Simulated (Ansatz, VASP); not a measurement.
One calculation of Ti3Al, two programs

```
Ti Al
1.0
     0.00000    3.20279    3.20279
     3.20279    0.00000    3.20279
     3.20279    3.20279    0.00000
Ti Al
3 1
Direct
  0.75000 0.75000 0.75000
  0.25000 0.25000 0.25000
  0.00000 0.00000 0.00000
  0.50000 0.50000 0.50000
```

The cell comes from a database or a generator and needn't be the stable form of this composition.

Alike in both runs: task single point; functional r2SCAN; k mesh 6 × 6 × 6; no spin polarisation.

|  | VASP | Ansatz |
| --- | --- | --- |
| version | VASP 6.6.1 | Ansatz 0.2.0 |
| potentials or method | VASP PAW PBE potentials, release 64 (Ti_sv, Al) | plane waves, PAW |
| plane-wave cutoff (eV) | 520 | 600 |
| occupations | methfessel-paxton of order 1, width 0.15 eV | cold, width 0.15 eV |
| valence electrons in the cell | 39 | 39 |

VASP gave:

- pressure (GPa): 1.3

Task: Which values does Ansatz return?

Result: Pressure (GPa): 0.9.

Ansatz warned: «stress_scf_threshold_loose».

Caveats: the PAW data sets were made with another functional, which shifts forces and pressure a little (VASP).
